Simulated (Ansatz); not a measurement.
Wires are cut from relaxed bulk AlN (F-43m, not its usual structure, 10.67 Å³/atom, gap on the mesh 3.31 eV); atoms and period are relaxed, and energies count from that bulk.

Level of theory: DFT PBE, scalar-relativistic, plane waves, PAW in Ansatz 0.2.0.

Settings: cutoff 420 eV, Γ-centred mesh 1×1×11 on the computed 20-atom cell, Gaussian smearing of 0.05 eV; collinear spin from starting moments 0.3 0.3 0.3 0.3 0.3 0.3 0.3 0.3 0.3 0.3 0.3 0.3 0.3 0.3 0.3 0.3 0.3 0.3 0.3 0.3 μB.

Start ([110] wire, 20 host atoms a period):

```yaml
crystal:
  lattice:
    - [15.20000, 0.00000, 0.00000]
    - [0.00000, 17.00000, 0.00000]
    - [0.00000, 0.00000, 3.11351]
  atoms:
    - { symbol: Al, position: [0.50000, 0.72663, 0.00000] }
    - { symbol: Al, position: [0.50000, 0.46762, 0.00000] }
    - { symbol: N, position: [0.50000, 0.66188, 0.50000] }
    - { symbol: N, position: [0.50000, 0.40287, 0.50000] }
    - { symbol: Al, position: [0.39758, 0.59713, 0.50000] }
    - { symbol: Al, position: [0.39758, 0.33812, 0.50000] }
    - { symbol: N, position: [0.60242, 0.53238, 0.00000] }
    - { symbol: N, position: [0.60242, 0.27337, 0.00000] }
    - { symbol: Al, position: [0.60242, 0.59713, 0.50000] }
    - { symbol: Al, position: [0.60242, 0.33812, 0.50000] }
    - { symbol: N, position: [0.39758, 0.53238, 0.00000] }
    - { symbol: N, position: [0.39758, 0.27337, 0.00000] }
    - { symbol: Al, position: [0.29516, 0.72663, 0.00000] }
    - { symbol: Al, position: [0.29516, 0.46762, 0.00000] }
    - { symbol: Al, position: [0.70484, 0.72663, 0.00000] }
    - { symbol: Al, position: [0.70484, 0.46762, 0.00000] }
    - { symbol: N, position: [0.29516, 0.66188, 0.50000] }
    - { symbol: N, position: [0.29516, 0.40287, 0.50000] }
    - { symbol: N, position: [0.70484, 0.66188, 0.50000] }
    - { symbol: N, position: [0.70484, 0.40287, 0.50000] }
```

Task: Relax it.

Result: The free energy falls by 303 meV/atom.

| Property | Result |
| --- | --- |
| excess energy (eV per host atom) | 0.844 |
| line energy (eV/Å) | 5.314 |
| period (Å) | 3.175 |
| gap on the mesh (eV) | 0 |
| size of the moment (μB per cell) | 1.82 |

Relaxed structure:
```xyz
20
Lattice="15.2000 0.0000 0.0000 0.0000 17.0000 0.0000 0.0000 0.0000 3.1748" Properties=species:S:1:pos:R:3 pbc="T T T"
Al    7.6000   12.1337    0.0000
Al    7.6000    8.1516    0.0000
N     7.6000   11.0149    1.5874
N     7.6000    7.1394    1.5874
Al    5.8857   10.1350    1.5874
Al    6.2333    5.7689    1.5874
N     9.3440    9.0895    0.0000
N     8.2889    4.9270    0.0000
Al    9.3143   10.1350    1.5874
Al    8.9667    5.7689    1.5874
N     5.8560    9.0895    3.1748
N     6.9111    4.9270    3.1748
Al    4.9157   12.2960    3.1748
Al    4.7510    7.5596    3.1748
Al   10.2843   12.2960    0.0000
Al   10.4490    7.5596    0.0000
N     4.5460   11.5149    1.5874
N     4.6192    6.6908    1.5874
N    10.6540   11.5149    1.5874
N    10.5808    6.6908    1.5874
```

Each run keeps its start's symmetry and one magnetic start, so lower states can exist.

It took 4.7 min on 4 threads of AMD EPYC 9R45 96-Core Processor (Zen 5), with other jobs on the host, peak memory 2.2 GiB.